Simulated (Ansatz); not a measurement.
P:

```xyz
2
Lattice="1.7257 0.9963 3.1297 -1.7257 0.9963 3.1297 0.0000 -1.9927 3.1297" Properties=species:S:1:pos:R:3 pbc="T T T"
P     0.0000    0.0000    7.2570
P     0.0000    0.0000    2.1321
```

This isn't the form of P at room conditions, which is orthorhombic.

Base run:

```yaml
Program: Ansatz 0.2.0
Functional: PBEsol
Potentials_or_basis: all-electron LAPW, scalar-relativistic
Cutoff: 220 eV (chosen from the basis error)
Basis_error_allowed: 0.001 eV/atom
k_mesh: 9 × 9 × 9
Occupations: fermi-dirac, width 0.05 eV
Spin: no spin polarisation
```

Its results: pressure -1.8 GPa; largest force 0.263 eV/Å.

Question: The run is repeated on the same cell with these changes: functional from PBEsol to LDA. What comes out?

Answer: Pressure -3.0 GPa; largest force 0.188 eV/Å.

LDA binds more tightly than PBEsol, so the same cell stands under less pressure.
